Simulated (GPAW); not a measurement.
Write an ASE script for GPAW 26.7.0 that does the following.

```
Task                : single point
Functional          : PBE
Potentials or basis : GPAW PAW data sets (gpaw-data 1.2.1)
Cutoff              : 600 eV
Basis               : pw
k mesh              : 13 × 13 × 13
Occupations         : gaussian, width 0.016 eV
Spin                : collinear spin, ferromagnetic start
Starting moments    : [3.0] μB
Maxiter             : 150
```

The structure of Fe lies in Fe.xyz:

```xyz
1
Lattice="-1.4430000000 1.4430000000 1.4430000000 1.4430000000 -1.4430000000 1.4430000000 1.4430000000 1.4430000000 -1.4430000000" Properties=species:S:1:pos:R:3 pbc="T T T"
Fe     0.0000000000      0.0000000000      0.0000000000
```

One way to write it, as run:

run.py

```python
from ase.dft.bandgap import bandgap
from ase.io import read, write
from ase.units import Bohr, GPa
from gpaw import GPAW, PW
from gpaw.elf import elf_from_dft_calculation

atoms = read('Fe.xyz')
atoms.set_initial_magnetic_moments([3.0])

calc = GPAW(mode=PW(600),
            xc='PBE',
            kpts={'size': (13, 13, 13), 'gamma': True},
            occupations={'name': 'methfessel-paxton', 'order': 0, 'width': 0.016},
            nbands=12,
            convergence={'density': 1e-05, 'energy': 1e-05},
            maxiter=150,
            txt='gpaw.txt')
atoms.calc = calc
energy = atoms.get_potential_energy()
forces = atoms.get_forces()
stress = atoms.get_stress()
calc.write('gs.gpw')
write('result.traj', atoms)
print(f'Energy: {energy:.6f} eV')
print('Forces (eV/A):')
print(forces.round(4))
print('Stress (GPa):', (stress / GPa).round(3))
print('Moments:', calc.get_magnetic_moments().round(3))
print('Fermi level:', round(calc.get_fermi_level(), 4), 'eV')
print(f'Gap: {bandgap(calc)[0]:.4f} eV, direct: {bandgap(calc, direct=True)[0]:.4f} eV')

# fields on the real-space grid
write('density.cube', atoms, data=calc.get_pseudo_density() * Bohr**3)
write('potential.cube', atoms, data=calc.get_electrostatic_potential())
write('spin.cube', atoms, data=(calc.get_pseudo_density(spin=0) - calc.get_pseudo_density(spin=1)) * Bohr**3)
write('elf.cube', atoms, data=elf_from_dft_calculation(calc).data)
```

Potentials or basis: GPAW PAW data sets (gpaw-data 1.2.1), pw.

The run is started by

```console
$ OMP_NUM_THREADS=1 python run.py
```

It gave:

* Pressure: -8.0 GPa
* Band gap on the k mesh: none (metal or under the smearing width)
* Net moment: 2.25 μB per cell
* Site moments: Fe +2.30 μB

Wall time 24 s on 1 thread of Arm Neoverse V1 (shared host), peak memory 0.14 GiB.
